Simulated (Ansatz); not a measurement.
HCl on a (111) slab of CoSi2 (Fm-3m (No. 225)), 6 planes, outer planes Si (top) and Si (bottom), 1 a cell of 48.7 Å², relaxed and still whole (its atoms last):

```
CELL_PARAMETERS angstrom
7.50131 0.00000 0.00000
-3.75066 6.49633 0.00000
0.00000 0.00000 22.59360
ATOMIC_POSITIONS crystal
Si 0.50000 0.50000 0.35408
Si 0.50000 0.00000 0.35408
Si 0.00000 0.50000 0.35408
Si 0.00000 0.00000 0.35408
Co 0.33333 0.16667 0.38797
Co 0.33333 0.66667 0.38797
Co 0.83333 0.16667 0.38797
Co 0.83333 0.66667 0.38797
Si 0.66667 0.33333 0.42185
Si 0.66667 0.83333 0.42185
Si 0.16667 0.33333 0.42185
Si 0.16667 0.83333 0.42185
Si 0.83365 0.66679 0.48818
Si 0.83347 0.16670 0.48811
Si 0.33329 0.66677 0.48819
Si 0.33323 0.16634 0.48820
Co 0.66671 0.33343 0.52494
Co 0.66673 0.83319 0.52499
Co 0.16684 0.33338 0.52496
Co 0.16670 0.83321 0.52535
Si 0.99963 0.49912 0.55626
Si 0.99978 0.00053 0.55621
Si 0.50000 0.49988 0.55632
Si 0.50128 0.00069 0.55612
Cl 0.17592 0.84578 0.69890
H 0.17000 0.83648 0.64083
```

Computed with DFT PBE+D3(BJ), scalar-relativistic, plane waves, PAW (Ansatz). Cutoff 420 eV; k points 3×3×1 on the computed 26-atom cell (Γ-centred); Gaussian smearing, width 0.10 eV; no spin polarisation. A dipole correction removes the field between periodic images along c.

It binds with 0.26 eV a molecule against the clean slab and the free molecule (no zero-point or thermal terms); its shortest contact is H–Co 2.61 Å. Take first-order desorption with no barrier to adsorption, no reaction on the face and an assumed prefactor of 10^13 s⁻¹.

Task: How long does a molecule stay at 573 K?

Result: τ = ν⁻¹·exp(E/k_BT) with k_BT = 0.0494 eV: E/k_BT = 5.3, so τ ≈ 2×10^-11 s. At about one hit a site a second (10⁻⁶ mbar) the coverage is near τ × 1 s⁻¹, so a layer needs more than atmospheric pressure.

Task: Where does its peak lie in a desorption experiment heated at 2 K/s?

Result: The peak obeys E/(k_B·T_p²) = (ν/β)·exp(−E/k_BT_p). Solving gives T_p ≈ 99 K (E/k_BT_p = 30.4). An error of 0.1 eV in E moves it by about 38 K, and larger molecules have larger prefactors, which lowers it.

Task: Is this physisorption or chemisorption?

Result: The tightest contact, H–Co 2.61 Å, is 1.66 times the sum of covalent radii, and deformation and lateral interaction add up to +0.02 eV; about 0.02 e cross the plane between them. This is physisorption.